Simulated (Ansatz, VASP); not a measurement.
**Sr: VASP beside Ansatz**

File INCAR:

```
  PREC = Accurate
  ENCUT = 520
  EDIFF = 1E-6
  ISMEAR = -1
  SIGMA = 0.08
  LREAL = False
  LASPH = True
  NELM = 80
  ALGO = Normal
  ISIF = 2
  LWAVE = False
  LCHARG = False
  GGA = PE
  NBANDS = 17
```

File KPOINTS:

```
Automatic mesh
0
Gamma
  11 11 6
```

The input POSCAR:

```
Sr
1.0
    4.2119169548      0.0000000000      0.0000000000
   -2.1059584774      3.6476270815      0.0000000000
    0.0000000000      0.0000000000      6.9040938991
Sr
2
Direct
    0.3333333333      0.6666666667      0.2500000000
    0.6666666667      0.3333333333      0.7500000000
```

Input for Ansatz:

```yaml
crystal:
  lattice:
    - [4.2119169548, 0.0, 0.0]
    - [-2.1059584774, 3.6476270815, 0.0]
    - [0.0, 0.0, 6.9040938991]
  atoms:
    - { symbol: Sr, position: [0.3333333333, 0.6666666667, 0.25] }
    - { symbol: Sr, position: [0.6666666667, 0.3333333333, 0.75] }
kpoints:
  mp_grid: { grid: [11, 11, 6] }
scf:
  occupations: { method: fermi_dirac, width: 0.08 }
hamiltonian:
  xc: pbe
  pseudopotentials: { kind: all_electron, lapw: { basis_error: 0.001 } }
output:
  forces: true
  stress: true
  eigenvalues: true
```

Change from the starting cell: volume scaled by 0.96.

Alike in both runs: task single point; functional PBE; k mesh 11 × 11 × 6; occupations fermi-dirac, width 0.08 eV; no spin polarisation.

|  | VASP | Ansatz |
| --- | --- | --- |
| version | VASP 6.6.1 | Ansatz 0.2.0 |
| potentials or method | VASP PAW PBE potentials, release 64 (Sr_sv) | all-electron LAPW, scalar-relativistic |
| plane-wave cutoff (eV) | 520 | see its input |

|  | VASP | Ansatz | Ansatz less VASP |
| --- | --- | --- | --- |
| pressure (GPa) | 0.5 | 0.5 | -0.01 |

Ansatz ran all-electron here, so the differences hold the error of VASP's frozen core and of both bases.
